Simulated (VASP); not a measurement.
# Ni (Fm-3m) in VASP: further runs

One crystal, Ni, is run at these levels: PBE; tasks: single point.

All numbers are computed with VASP 6.6.1; they aren't measurements. Logs are shortened: lines on timing, memory, paths and dates and some standing lists are left out, and cuts for length are marked.

**1. Starting point**

The structure is cubic, space group Fm-3m (No. 225). Conventional cell: a = 3.524 Å, b = 3.524 Å, c = 3.524 Å, α = 90.00°, β = 90.00°, γ = 90.00°. Ni (site symmetry m-3m) is surrounded by 12 Ni at 2.49 Å.

**2. Single point, PBE, collinear spin, ferromagnetic start**

INCAR

```
SYSTEM = Ni
PREC = Accurate
ENCUT = 200
EDIFF = 1E-7
ISMEAR = 0
SIGMA = 0.1
LREAL = .FALSE.
LASPH = .TRUE.
NELM = 150
ALGO = Normal
ISIF = 2
LWAVE = .FALSE.
LCHARG = .FALSE.
ISPIN = 2
MAGMOM = 0.8
LORBIT = 11
LMAXMIX = 4
GGA = PE
```

KPOINTS

```
Automatic mesh
0
G
  14 14 14
  0 0 0
```

POSCAR

```
Ni
1.0
    0.0000000000      1.7619350000      1.7619350000
    1.7619350000      0.0000000000      1.7619350000
    1.7619350000      1.7619350000      0.0000000000
Ni
1
Direct
    0.0000000000      0.0000000000      0.0000000000
```

Potentials or basis: VASP PAW PBE potentials, release 64 (Ni).

The run is started by

```sh
cat potpaw_PBE.64/Ni/POTCAR > POTCAR
mpirun -np 1 vasp_std > vasp.out
```

OUTCAR:

```text
SYSTEM = Ni
   PREC = Accurate
   ENCUT = 200
   EDIFF = 1E-7
   ISMEAR = 0
   LREAL = .FALSE.
   LASPH = .TRUE.
   NELM = 150
   ISIF = 2
   ISPIN = 2
   LORBIT = 11
   GGA = PE

 ion  position               nearest neighbor table
   1  0.000  0.000  0.000-

  LATTYP: Found a face centered cubic cell.
 ALAT       =     3.5238700000

  Lattice vectors:

 A1 = (   0.0000000000,   1.7619350000,   1.7619350000)
 A2 = (   1.7619350000,   0.0000000000,   1.7619350000)
 A3 = (   1.7619350000,   1.7619350000,   0.0000000000)

Analysis of symmetry for initial positions (statically):
=====================================================================
 Subroutine PRICEL returns:
 Original cell was already a primitive cell.

 Routine SETGRP: Setting up the symmetry group for a
 face centered cubic supercell.

 Subroutine GETGRP returns: Found 48 space group operations
 (whereof 48 operations were pure point group operations)
 out of a pool of 48 trial point group operations.

The static configuration has the point symmetry O_h .

Analysis of symmetry for dynamics (positions and initial velocities):
=====================================================================
 Subroutine PRICEL returns:
 Original cell was already a primitive cell.

 Routine SETGRP: Setting up the symmetry group for a
 face centered cubic supercell.

 Subroutine GETGRP returns: Found 48 space group operations
 (whereof 48 operations were pure point group operations)
 out of a pool of 48 trial point group operations.

The dynamic configuration has the point symmetry O_h .

Analysis of structural, dynamic, and magnetic symmetry:
=====================================================================
 Subroutine PRICEL returns:
 Original cell was already a primitive cell.

 Routine SETGRP: Setting up the symmetry group for a
 face centered cubic supercell.

 Subroutine GETGRP returns: Found 48 space group operations
 (whereof 48 operations were pure point group operations)
 out of a pool of 48 trial point group operations.

The overall configuration has the point symmetry O_h .

 Subroutine INISYM returns: Found 48 space group operations
 (whereof 48 operations are pure point group operations),
 and found     1 'primitive' translations

----------------------------------------------------------------------------------------

                                     Primitive cell

  volume of cell :      10.9396

  direct lattice vectors                    reciprocal lattice vectors
     0.000000000  1.761935000  1.761935000    -0.283778914  0.283778914  0.283778914
     1.761935000  0.000000000  1.761935000     0.283778914 -0.283778914  0.283778914
     1.761935000  1.761935000  0.000000000     0.283778914  0.283778914 -0.283778914

  length of vectors
     2.491752373  2.491752373  2.491752373     0.491519496  0.491519496  0.491519496

  position of ions in fractional coordinates (direct lattice)
     0.000000000  0.000000000  0.000000000

  ion indices of the primitive-cell ions
   primitive index   ion index
                 1           1

----------------------------------------------------------------------------------------

 KPOINTS: Automatic mesh

Automatic generation of k-mesh.
 Grid dimensions read from file:
 generate k-points for:   14   14   14

 Generating k-lattice:

  Cartesian coordinates                     Fractional coordinates (reciprocal lattice)
    -0.020269922  0.020269922  0.020269922     0.071428571  0.000000000  0.000000000
     0.020269922 -0.020269922  0.020269922     0.000000000  0.071428571  0.000000000
     0.020269922  0.020269922 -0.020269922     0.000000000  0.000000000  0.071428571

  Length of vectors
     0.035108535  0.035108535  0.035108535

  Shift w.r.t. Gamma in fractional coordinates (k-lattice)
     0.000000000  0.000000000  0.000000000

 Subroutine IBZKPT returns following result:
 ===========================================

 Found    104 irreducible k-points:

 Following reciprocal coordinates:
            Coordinates               Weight
  0.000000  0.000000  0.000000      1.000000
  0.071429  0.000000  0.000000      8.000000
  0.142857  0.000000  0.000000      8.000000
  0.214286  0.000000  0.000000      8.000000
  0.285714  0.000000  0.000000      8.000000
  0.357143  0.000000  0.000000      8.000000
[... 16 lines left out ...]
  0.214286  0.142857  0.000000     24.000000
  0.285714  0.142857  0.000000     24.000000
 [... further k-points ...]
   k-points           NKPTS =    104   k-points in BZ     NKDIM =    104   number of bands    NBANDS=      9
   number of dos      NEDOS =    301   number of ions     NIONS =      1
   total plane-waves  NPLWV =   1728
   dimension x,y,z NGX =    12 NGY =   12 NGZ =   12
   dimension x,y,z NGXF=    24 NGYF=   24 NGZF=   24
   ions per type =               1
   NGX,Y,Z   is equivalent  to a cutoff of   8.01,  8.01,  8.01 a.u.
   NGXF,Y,Z  is equivalent  to a cutoff of  16.01, 16.01, 16.01 a.u.
 SYSTEM =  Ni
   PREC   = accura    normal or accurate (medium, high low for compatibility)
   ISTART =      0    job   : 0-new  1-cont  2-samecut
   ICHARG =      2    charge: 1-file 2-atom 10-const
   ISPIN  =      2    spin polarized calculation?
   LNONCOLLINEAR =      F non collinear calculations
   LSORBIT =      F    spin-orbit coupling
   LASPH  =      T    aspherical Exc in radial PAW
   ENCUT  =  200.0 eV  14.70 Ry    3.83 a.u.   2.87  2.87  2.87*2*pi/ulx,y,z
   NELM   =    150;   NELMIN=  2; NELMDL= -5     # of ELM steps
   EDIFF  = 0.1E-06   stopping-criterion for ELM
   LREAL  =      F    real-space projection
   EDIFFG = 0.1E-05   stopping-criterion for IOM
   NSW    =      0    number of steps for IOM
   IBRION =     -1    ionic relax: 0-MD 1-quasi-New 2-CG
   NFREE  =      0    steps in history (QN), initial steepest desc. (CG)
   ISIF   =      2    stress and relaxation
   ISYM   =      2    0-nonsym 1-usesym 2-fastsym
   POTIM  = 0.5000    time-step for ionic-motion
   TEBEG  =    0.0;   TEEND  =   0.0 temperature during run
   PSTRESS=    0.0 pullay stress
   NELECT =      10.0000    total number of electrons
   NUPDOWN=      -1.0000    fix difference up-down
   EMIN   =  10.00;   EMAX   =-10.00  energy-range for DOS
   EFERMI =   0.00;   METHOD = LEGACY
   ISMEAR =     0;   SIGMA  =   0.10  broadening in eV -4-tet -1-fermi 0-gaus
   EFERMI_NEDOS =   21; number of points for ismear=-14 and -15
   IALGO  =     38    algorithm
   IMIX   =      4    mixing-type and parameters
     AMIX     =   0.40;   BMIX     =  1.00
     AMIX_MAG =   1.60;   BMIX_MAG =  1.00
  volume/ion in A,a.u.               =      10.94        73.82
  Fermi-wavevector in a.u.,A,eV,Ry     =   1.588821  3.002436 34.345893  2.524352
  Thomas-Fermi vector in A             =   2.687765
   LORBIT       =     11    0 simple, 1 ext, 2 COOP (PROOUT), +10 PAW based schemes
   GGA     = PE    functional components
   LHFCALC =     F    Hartree Fock is set to
   AEXX    =    0.0000 exact exchange contribution
   IVDW    =     0    specifies the selected vdW correction
   LEPSILON=     F    determine dielectric tensor
   LRPA    =     F    only Hartree local field effects (RPA)
 spin polarized calculation
 Gauss-broadening in eV      SIGMA  =   0.10
  energy-cutoff  :      200.00
  volume of cell :       10.94
 maximum number of plane-waves:        76
   NGX =  5   NGY =  5   NGZ =  5

 number of electron      10.0000001 magnetization       0.5419543

 Free energy of the ion-electron system (eV)
  ---------------------------------------------------
  ext. energy  EPLUGINS =         0.00000000
  ---------------------------------------------------
  free energy    TOTEN  =        -4.99070699 eV

  energy without entropy =       -4.97873720  energy(sigma->0) =       -4.98472210

 E-fermi :   8.9165     XC(G=0): -13.1778

 val. band max:        8.9153170683   @ k =  -0.2857   0.3571   0.0714
 cond. band min:       8.9180207708   @ k =   0.5000   0.4286   0.0714
 fundamental gap:      0.0027037025
 Fermi energy:         8.9165168464

 spin component 1

 k-point     1 :       0.0000    0.0000    0.0000
  band No.  band energies     occupation
      1       0.3273      1.00000
      2       6.6766      1.00000
      3       6.6766      1.00000
      4       6.6766      1.00000
      5       7.7286      1.00000
      6       7.7286      1.00000
      7      33.1265      0.00000
      8      36.8118      0.00000
      9      36.8118      0.00000

 k-point     2 :       0.0714    0.0000    0.0000
  band No.  band energies     occupation
      1       0.5259      1.00000
      2       6.6354      1.00000
      3       6.7252      1.00000
      4       6.7252      1.00000
      5       7.8309      1.00000
      6       7.8309      1.00000
      7      32.4833      0.00000
      8      34.8569      0.00000
      9      36.5083      0.00000
[... 253 lines left out ...]
 k-point    24 :       0.2857    0.1429    0.0000
  band No.  band energies     occupation
      1       2.9472      1.00000
      2       6.0509      1.00000
      3       6.9263      1.00000
      4       7.1526      1.00000
      5       7.7163      1.00000
      6       8.1209      1.00000
      7      24.8886      0.00000
      8      30.3867      0.00000
      9      31.3156      0.00000

 [... further k-points ...]

 spin component 2

 k-point     1 :       0.0000    0.0000    0.0000
  band No.  band energies     occupation
      1       0.2856      1.00000
      2       7.3174      1.00000
      3       7.3174      1.00000
      4       7.3174      1.00000
      5       8.2297      1.00000
      6       8.2297      1.00000
      7      32.9603      0.00000
      8      36.7871      0.00000
      9      36.7871      0.00000

 k-point     2 :       0.0714    0.0000    0.0000
  band No.  band energies     occupation
      1       0.4844      1.00000
      2       7.2703      1.00000
      3       7.3671      1.00000
      4       7.3671      1.00000
      5       8.3275      1.00000
      6       8.3275      1.00000
      7      32.3752      0.00000
      8      34.8099      0.00000
      9      36.5001      0.00000
[... 253 lines left out ...]
 k-point    24 :       0.2857    0.1429    0.0000
  band No.  band energies     occupation
      1       2.9363      1.00000
      2       6.6243      1.00000
      3       7.4543      1.00000
      4       7.7763      1.00000
      5       8.2948      1.00000
      6       8.6664      0.99980
      7      24.9651      0.00000
      8      30.4388      0.00000
      9      31.2468      0.00000

 [... further k-points ...]
[... 5 lines left out ...]
  --------------------------------------------------------------------------------------
  -------------------------------------------------------------------------------------
  Total       -8.2400656     -8.2400656     -8.2400656      0.0000000      0.0000000     -0.0000000
  in kB    -1206.8175170  -1206.8175170  -1206.8175170      0.0000000      0.0000000     -0.0000000
  external PRESSURE =   -1206.8175170 kB  Pullay stress =       0.0000000 kB

 VOLUME and BASIS-vectors are now :
 -----------------------------------------------------------------------------
  energy-cutoff  :      200.00
  volume of cell :       10.94
      direct lattice vectors                 reciprocal lattice vectors
     0.000000000  1.761935000  1.761935000    -0.283778914  0.283778914  0.283778914
     1.761935000  0.000000000  1.761935000     0.283778914 -0.283778914  0.283778914
     1.761935000  1.761935000  0.000000000     0.283778914  0.283778914 -0.283778914

 POSITION                                       TOTAL-FORCE (eV/Angst)
 -----------------------------------------------------------------------------------
      0.00000      0.00000      0.00000        -0.000000     -0.000000      0.000000
 -----------------------------------------------------------------------------------
    total drift:                               -0.000000     -0.000000     -0.000000

  FREE ENERGIE OF THE ION-ELECTRON SYSTEM (eV)
  ---------------------------------------------------
  free  energy   TOTEN  =        -4.9907069919 eV

  energy  without entropy=       -4.9787372001  energy(sigma->0) =       -4.98472210

 total charge

# of ion       s       p       d       tot
------------------------------------------
    1        0.484   0.478   8.520   9.482

 magnetization (x)

# of ion       s       p       d       tot
------------------------------------------
    1       -0.008  -0.023   0.589   0.558
```

Wall time 7.4 s (1 thread of Intel Xeon Platinum 8559C (Emerald Rapids), shared host); peak memory 0.11 GiB.

The run converged, but a check on its numbers failed (symmetry, net force, bounds or a known fault of this set-up), so they aren't taken as properties of the crystal.

Caveat: the cutoff lies under the usual one of these potentials, so the numbers hold a large basis-set error; a pressure of tens of GPa on the cell as given is suspect, and the run, the potentials or the cell itself is likely at fault.

(Part 1 of 2 ends here.)
